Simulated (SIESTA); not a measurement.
# GaN (P6_3mc) in SIESTA: notebook, part 2 of 2

SIESTA 5.4.2.

## Step 4: Band structure, WC

run.py reads:

```python
from ase.io import read
from ase.calculators.siesta import Siesta
from ase.units import Ry, GPa

atoms = read("GaN.cif")

fdf = {
    'SCFMustConverge': False,
    'OccupationFunction': 'FD',
    'ElectronicTemperature': '0.05 eV',
    'MaxSCFIterations': '120',
    'SCF.Mixer.Method': 'Pulay',
    'SCF.Mixer.Weight': '0.25',
    'SCF.Mixer.History': '8',
    'SCF.DM.Tolerance': '5.0e-05',
    'SCF.H.Tolerance': '1.0e-03 eV',
    'WriteForces': 'true',
    'Charge.Mulliken': 'end',
    'BandLinesScale': 'ReciprocalLatticeVectors',
    'BandLines': ['  1    0.000000   0.000000   0.000000  \\Gamma', ' 11    0.500000   0.000000   0.000000  M', '  7    0.333333   0.333333   0.000000  K', ' 13    0.000000   0.000000   0.000000  \\Gamma', '  6    0.000000   0.000000   0.500000  A', ' 11    0.500000   0.000000   0.500000  L', '  7    0.333333   0.333333   0.500000  H', ' 13    0.000000   0.000000   0.500000  A', '  1    0.500000   0.000000   0.500000  L', '  6    0.500000   0.000000   0.000000  M', '  1    0.333333   0.333333   0.000000  K', '  6    0.333333   0.333333   0.500000  H'],
    'PAO.Basis': ['Ga.1 4', 'n=4 0 2', '  6.523 0.000', 'n=4 1 2', '  9.316 0.000', 'n=3 2 2', '  3.582 0.000', 'n=4 2 1', '  9.316'],
}
calc = Siesta(
    label="GaN",
    command="siesta < PREFIX.fdf > PREFIX.out",
    pseudo_path="pseudos",
    pseudo_qualifier="",
    xc=('GGA', 'WC'),
    basis_set="DZP",
    mesh_cutoff=800 * Ry,
    energy_shift=0.003 * Ry,
    kpts=[10, 10, 5],
    spin="non-polarized",
    fdf_arguments=fdf,
)
atoms.calc = calc

print(f"energy = {atoms.get_potential_energy():.6f} eV")
free = atoms.get_potential_energy(force_consistent=True)
print(f"free energy = {free:.6f} eV")
print("forces (eV/A):")
print(atoms.get_forces(apply_constraint=False).round(6))
print("stress (GPa, Voigt order, tension positive):", (atoms.get_stress() / GPa).round(4))
```

GaN.cif reads:

```cif
data_GaN
_cell_length_a 3.18000000
_cell_length_b 3.18000000
_cell_length_c 5.16600000
_cell_angle_alpha 90.00000000
_cell_angle_beta 90.00000000
_cell_angle_gamma 120.00000000
_space_group_name_H-M_alt 'P6_3mc'
_space_group_name_Hall 'P 6c -2c'
_space_group_IT_number 186
loop_
_space_group_symop_operation_xyz
'x,y,z'
'x-y,x,z+1/2'
'-y,x-y,z'
'-x,-y,z+1/2'
'-x+y,-x,z'
'y,-x+y,z+1/2'
'y,x,z+1/2'
'x,x-y,z'
'x-y,-y,z+1/2'
'-y,-x,z'
'-x,-x+y,z+1/2'
'-x+y,y,z'
loop_
_atom_site_label
_atom_site_type_symbol
_atom_site_symmetry_multiplicity
_atom_site_Wyckoff_symbol
_atom_site_fract_x
_atom_site_fract_y
_atom_site_fract_z
_atom_site_occupancy
Ga1 Ga 2 b 0.6666666667 0.3333333333 0.5000000000 1
N1 N 2 b 0.6666666667 0.3333333333 0.8750000000 1
```

Launch:

```console
$ python run.py
```

Wall time 2.3 min (1 thread of Arm Neoverse V2, shared host); peak memory 0.48 GiB.

It converged, with:

- Free energy: -4726.0385 eV
- Pressure: 4.2 GPa
- Largest force: 0.130 eV/Å
- Band gap on the k mesh: 2.01 eV, direct
- Band gap along the path: 2.01 eV, direct

Forces in eV/Å, atoms in the order of the input:
```
Ga   0.000  0.000 -0.130
Ga   0.000  0.000 -0.130
N    0.000  0.000  0.128
N    0.000  0.000  0.128
```

Stress tensor (GPa, compression positive):
```
3.43 0.00 0.00
0.00 3.42 0.00
0.00 0.00 5.62
```

Levels at the corners of the path, in eV from the valence-band top:
| point | band 15 | band 16 | band 17 | band 18 | band 19 | band 20 | band 21 | band 22 |
| --- | --- | --- | --- | --- | --- | --- | --- | --- |
| Γ | -1.10 | -0.05 | 0.00 | 0.00 | 2.01 | 4.27 | 9.41 | 9.83 |
| M | -4.38 | -2.86 | -2.35 | -1.03 | 5.05 | 5.62 | 6.07 | 8.84 |
| K | -5.46 | -3.14 | -3.14 | -2.81 | 5.02 | 8.01 | 8.01 | 8.49 |
| Γ | -1.10 | -0.05 | 0.00 | 0.00 | 2.01 | 4.27 | 9.41 | 9.83 |
| A | -0.57 | -0.57 | -0.57 | -0.57 | 4.33 | 4.33 | 8.72 | 8.72 |
| L | -2.02 | -2.02 | -1.98 | -1.98 | 4.38 | 4.38 | 8.00 | 8.00 |
| H | -4.35 | -4.35 | -1.56 | -1.56 | 6.53 | 6.53 | 7.38 | 7.38 |
| A | -0.57 | -0.57 | -0.57 | -0.57 | 4.33 | 4.33 | 8.72 | 8.72 |
| L | -2.02 | -2.02 | -1.98 | -1.98 | 4.38 | 4.38 | 8.00 | 8.00 |
| M | -4.38 | -2.86 | -2.35 | -1.03 | 5.05 | 5.62 | 6.07 | 8.84 |
| K | -5.46 | -3.14 | -3.14 | -2.81 | 5.02 | 8.01 | 8.01 | 8.49 |
| H | -4.35 | -4.35 | -1.56 | -1.56 | 6.53 | 6.53 | 7.38 | 7.38 |

Caveat: the potentials were made for another functional, which shifts forces and pressure; the basis of atomic orbitals isn't converged, which shifts pressures, moduli and gaps.

## Step 5: Band structure, PBE

run.py: that of step 4 with these lines changed.

```diff
@@ -20,3 +20,3 @@
     'BandLines': ['  1    0.000000   0.000000   0.000000  \\Gamma', ' 11    0.500000   0.000000   0.000000  M', '  7    0.333333   0.333333   0.000000  K', ' 13    0.000000   0.000000   0.000000  \\Gamma', '  6    0.000000   0.000000   0.500000  A', ' 11    0.500000   0.000000   0.500000  L', '  7    0.333333   0.333333   0.500000  H', ' 13    0.000000   0.000000   0.500000  A', '  1    0.500000   0.000000   0.500000  L', '  6    0.500000   0.000000   0.000000  M', '  1    0.333333   0.333333   0.000000  K', '  6    0.333333   0.333333   0.500000  H'],
-    'PAO.Basis': ['Ga.1 4', 'n=4 0 2', '  6.523 0.000', 'n=4 1 2', '  9.316 0.000', 'n=3 2 2', '  3.582 0.000', 'n=4 2 1', '  9.316'],
+    'PAO.Basis': ['Ga.1 4', 'n=4 0 2', '  6.575 0.000', 'n=4 1 2', '  9.448 0.000', 'n=3 2 2', '  3.582 0.000', 'n=4 2 1', '  9.448'],
 }
@@ -27,3 +27,3 @@
     pseudo_qualifier="",
-    xc=('GGA', 'WC'),
+    xc=('GGA', 'PBE'),
     basis_set="DZP",
```

GaN.cif is that of step 4.

Potentials or basis: PseudoDojo 0.4 standard (PBE files), DZP (energy shift 0.003 Ry; two zetas on semicore shells).

Launch:

```console
$ python run.py
```

Wall time 2.5 min (1 thread of Arm Neoverse V2, shared host); peak memory 0.49 GiB.

The run converged. Its results:

```yaml
Free_energy: -4727.2463 eV
Pressure: 10.0 GPa
Largest_force: 0.128 eV/Å
Band_gap_on_the_k_mesh: 2.06 eV, direct
Band_gap_along_the_path: 2.06 eV, direct
```

Forces in eV/Å, atoms in the order of the input:
```
Ga   0.000  0.000 -0.128
Ga   0.000  0.000 -0.128
N    0.000  0.000  0.128
N    0.000  0.000  0.128
```

Stress tensor (GPa, compression positive):
```
 9.22  0.00  0.00
 0.00  9.21  0.00
 0.00  0.00 11.44
```

Levels at the corners of the path, in eV from the valence-band top:
```csv
point,band 15,band 16,band 17,band 18,band 19,band 20,band 21,band 22
Γ,-1.10,-0.05,0.00,0.00,2.06,4.35,9.52,9.93
M,-4.35,-2.84,-2.32,-1.02,5.18,5.70,6.18,8.88
K,-5.43,-3.11,-3.11,-2.78,5.15,8.07,8.07,8.61
Γ,-1.10,-0.05,0.00,0.00,2.06,4.35,9.52,9.93
A,-0.56,-0.56,-0.56,-0.56,4.39,4.39,8.82,8.82
L,-2.01,-2.01,-1.97,-1.97,4.49,4.49,8.09,8.09
H,-4.30,-4.30,-1.55,-1.55,6.60,6.60,7.51,7.51
A,-0.56,-0.56,-0.56,-0.56,4.39,4.39,8.82,8.82
L,-2.01,-2.01,-1.97,-1.97,4.49,4.49,8.09,8.09
M,-4.35,-2.84,-2.32,-1.02,5.18,5.70,6.18,8.88
K,-5.43,-3.11,-3.11,-2.78,5.15,8.07,8.07,8.61
H,-4.30,-4.30,-1.55,-1.55,6.60,6.60,7.51,7.51
```

Caveat: the basis of atomic orbitals isn't converged, which shifts pressures, moduli and gaps.

## Step 6: Band structure, PW91

run.py: that of step 5 with these lines changed.

```diff
@@ -20,3 +20,3 @@
     'BandLines': ['  1    0.000000   0.000000   0.000000  \\Gamma', ' 11    0.500000   0.000000   0.000000  M', '  7    0.333333   0.333333   0.000000  K', ' 13    0.000000   0.000000   0.000000  \\Gamma', '  6    0.000000   0.000000   0.500000  A', ' 11    0.500000   0.000000   0.500000  L', '  7    0.333333   0.333333   0.500000  H', ' 13    0.000000   0.000000   0.500000  A', '  1    0.500000   0.000000   0.500000  L', '  6    0.500000   0.000000   0.000000  M', '  1    0.333333   0.333333   0.000000  K', '  6    0.333333   0.333333   0.500000  H'],
-    'PAO.Basis': ['Ga.1 4', 'n=4 0 2', '  6.575 0.000', 'n=4 1 2', '  9.448 0.000', 'n=3 2 2', '  3.582 0.000', 'n=4 2 1', '  9.448'],
+    'PAO.Basis': ['Ga.1 4', 'n=4 0 2', '  6.549 0.000', 'n=4 1 2', '  9.500 0.000', 'n=3 2 2', '  3.590 0.000', 'n=4 2 1', '  9.500'],
 }
@@ -27,3 +27,3 @@
     pseudo_qualifier="",
-    xc=('GGA', 'PBE'),
+    xc=('GGA', 'PW91'),
     basis_set="DZP",
```

GaN.cif is that of step 5.

Potentials or basis: PseudoDojo 0.4 standard (PBE files), DZP (energy shift 0.003 Ry; two zetas on semicore shells).

Launch:

```console
$ python run.py
```

Output:

```text
Job completed
energy = -4732.249060 eV
free energy = -4732.249060 eV
forces (eV/A):
[[-4.50000e-05  2.60000e-05 -1.26218e-01]
 [ 4.60000e-05 -2.60000e-05 -1.26218e-01]
 [-4.10000e-05  2.30000e-05  1.25074e-01]
 [ 4.10000e-05 -2.30000e-05  1.25074e-01]]
stress (GPa, Voigt order, tension positive): [-8.96620e+00 -8.96250e+00 -1.11644e+01  0.00000e+00 -0.00000e+00
  3.20000e-03]
```

GaN.fdf:

```text
SystemName	GaN
SystemLabel	GaN

%block BandLines
  1    0.000000   0.000000   0.000000  \Gamma
 11    0.500000   0.000000   0.000000  M
  7    0.333333   0.333333   0.000000  K
 13    0.000000   0.000000   0.000000  \Gamma
  6    0.000000   0.000000   0.500000  A
 11    0.500000   0.000000   0.500000  L
  7    0.333333   0.333333   0.500000  H
[... 53 lines left out ...]
    0.0 0.0 5.166
%endblock LatticeVectors
AtomicCoordinatesFormat	Ang
%block AtomicCoordinatesAndAtomicSpecies
    1.5900000001590004 0.9179869279197064 2.583 1
    1.590007392415771e-10 1.8359738561148091 0.0 1
    1.5900000001590004 0.9179869279197064 4.520250000000001 2
    1.590007392415771e-10 1.8359738561148091 1.9372500000000001 2
%endblock AtomicCoordinatesAndAtomicSpecies
%block DM.InitSpin
%endblock DM.InitSpin

#KPoint grid
%block kgrid_Monkhorst_Pack
     10       0       0  0.0
     0       10       0  0.0
     0       0       5  0.0
%endblock kgrid_Monkhorst_Pack
```

GaN.out:

```text
Version         : 5.4.2

[... 6 lines left out ...]
 NOTE: Please see the manual for full details and compatibility measures.

reinit: Reading from standard input
reinit: Dumping input in INPUT_TMP.55602
************************** Dump of input data file ****************************
SystemName	GaN
SystemLabel	GaN
%block BandLines
  1    0.000000   0.000000   0.000000  \Gamma
[... 773 lines left out ...]
   3  5.750   1.856  -0.133   1.195   1.286   1.195   0.122   0.057   0.122
              0.010   0.010   0.011   0.010   0.010
   4  5.750   1.856  -0.133   1.195   1.286   1.195   0.122   0.057   0.122
              0.010   0.010   0.011   0.010   0.010

mulliken: Qtot =       36.000

Mulliken Atomic Populations:
Atom #   charge [q] valence [e]  Species
     1     0.750178   12.249822  Ga.1
     2     0.750179   12.249821  Ga.1
     3    -0.750179    5.750179  N.2
     4    -0.750179    5.750179  N.2
 Total     0.000000

Job completed
```

Wall time 2.7 min (1 thread of Arm Neoverse V2, shared host); peak memory 0.5 GiB.

Results:

```
Free energy             : -4732.2491 eV
Pressure                : 9.7 GPa
Largest force           : 0.126 eV/Å
Band gap on the k mesh  : 2.05 eV, direct
Band gap along the path : 2.05 eV, direct
```

Forces in eV/Å, atoms in the order of the input:
```
Ga   0.000  0.000 -0.126
Ga   0.000  0.000 -0.126
N    0.000  0.000  0.125
N    0.000  0.000  0.125
```

Levels at the corners of the path, in eV from the valence-band top:
```csv
point,band 15,band 16,band 17,band 18,band 19,band 20,band 21,band 22
Γ,-1.10,-0.05,0.00,0.00,2.05,4.33,9.52,9.91
M,-4.35,-2.84,-2.32,-1.02,5.19,5.69,6.19,8.83
K,-5.42,-3.11,-3.11,-2.78,5.17,8.03,8.03,8.62
Γ,-1.10,-0.05,0.00,0.00,2.05,4.33,9.52,9.91
A,-0.56,-0.56,-0.56,-0.56,4.38,4.38,8.82,8.82
L,-2.01,-2.01,-1.97,-1.97,4.49,4.49,8.08,8.08
H,-4.30,-4.30,-1.55,-1.55,6.60,6.60,7.52,7.52
A,-0.56,-0.56,-0.56,-0.56,4.38,4.38,8.82,8.82
L,-2.01,-2.01,-1.97,-1.97,4.49,4.49,8.08,8.08
M,-4.35,-2.84,-2.32,-1.02,5.19,5.69,6.19,8.83
K,-5.42,-3.11,-3.11,-2.78,5.17,8.03,8.03,8.62
H,-4.30,-4.30,-1.55,-1.55,6.60,6.60,7.52,7.52
```

Caveat: the potentials were made for another functional, which shifts forces and pressure; the basis of atomic orbitals isn't converged, which shifts pressures, moduli and gaps.

## Step 7: Summary

| level | potentials or basis | gap on the mesh (eV) | pressure (GPa) | largest force (eV/Å) |
| --- | --- | --- | --- | --- |
| PBEsol | PseudoDojo 0.4 standard (PBEsol files), DZP (energy shift 0.003 Ry; two zetas on semicore shells) | 2.02 | 3.8 | 0.13 |
| AM05 | PseudoDojo 0.4 standard (PBEsol files), DZP (energy shift 0.003 Ry; two zetas on semicore shells) | 2.06 | 3.6 | 0.13 |
| WC | PseudoDojo 0.4 standard (PBEsol files), DZP (energy shift 0.003 Ry; two zetas on semicore shells) | 2.01 | 4.2 | 0.13 |
| PBE | PseudoDojo 0.4 standard (PBE files), DZP (energy shift 0.003 Ry; two zetas on semicore shells) | 2.06 | 10.0 | 0.13 |
| PW91 | PseudoDojo 0.4 standard (PBE files), DZP (energy shift 0.003 Ry; two zetas on semicore shells) | 2.05 | 9.7 | 0.13 |

Alike in all rows: task band structure; no spin polarisation; cell as given; k mesh 10 × 10 × 5; smearing fermi-dirac 0.05 eV; grid cutoff 800 Ry; energy shift 0.003 Ry.

Caveats: the basis of atomic orbitals isn't converged, which shifts pressures, moduli and gaps; the potentials were made for another functional, which shifts forces and pressure (some runs).

Absolute energies hang on the potentials; compare differences alone.

## Step 8: How close it comes

Step 2. Measured gap of GaN: 3.503 eV (direct; quoted in “Studying electronic properties in GaN without electrical contacts using γ-γ vs e−-γ Perturbed Angular Correlations”, 2019, pmc:6823545). This calculation gives 2.02 eV (-1.48 eV). Spin-orbit coupling on Ga is left out. The value is that of PBEsol in an atomic basis (PseudoDojo 0.4 standard (PBEsol files), DZP (energy shift 0.003 Ry; two zetas on semicore shells)), whose error adds to the functional's,, without temperature or zero-point motion. Semilocal functionals fall short of measured gaps as a rule.

Step 3. Against the measured gap of GaN, 3.503 eV (direct; quoted in “Studying electronic properties in GaN without electrical contacts using γ-γ vs e−-γ Perturbed Angular Correlations”, 2019, pmc:6823545), the calculated 2.06 eV is off by -1.44 eV. Spin-orbit coupling on Ga is left out. The value is that of AM05 in an atomic basis (PseudoDojo 0.4 standard (PBEsol files), DZP (energy shift 0.003 Ry; two zetas on semicore shells)), whose error adds to the functional's,, without temperature or zero-point motion. Semilocal functionals fall short of measured gaps as a rule.

Step 4. A measured gap of GaN is 3.503 eV (direct; quoted in “Studying electronic properties in GaN without electrical contacts using γ-γ vs e−-γ Perturbed Angular Correlations”, 2019, pmc:6823545); the calculated 2.01 eV misses it by -1.50 eV. Spin-orbit coupling on Ga is left out. The value is that of WC in an atomic basis (PseudoDojo 0.4 standard (PBEsol files), DZP (energy shift 0.003 Ry; two zetas on semicore shells)), whose error adds to the functional's,, without temperature or zero-point motion. Semilocal functionals fall short of measured gaps as a rule.

Step 5. Measured gap of GaN: 3.503 eV (direct; quoted in “Studying electronic properties in GaN without electrical contacts using γ-γ vs e−-γ Perturbed Angular Correlations”, 2019, pmc:6823545). This calculation gives 2.06 eV (-1.44 eV). Spin-orbit coupling on Ga is left out. The value is that of PBE in an atomic basis (PseudoDojo 0.4 standard (PBE files), DZP (energy shift 0.003 Ry; two zetas on semicore shells)), whose error adds to the functional's,, without temperature or zero-point motion. Semilocal functionals fall short of measured gaps as a rule.

Step 6. Against the measured gap of GaN, 3.503 eV (direct; quoted in “Studying electronic properties in GaN without electrical contacts using γ-γ vs e−-γ Perturbed Angular Correlations”, 2019, pmc:6823545), the calculated 2.05 eV is off by -1.45 eV. Spin-orbit coupling on Ga is left out. The value is that of PW91 in an atomic basis (PseudoDojo 0.4 standard (PBE files), DZP (energy shift 0.003 Ry; two zetas on semicore shells)), whose error adds to the functional's,, without temperature or zero-point motion. Semilocal functionals fall short of measured gaps as a rule.
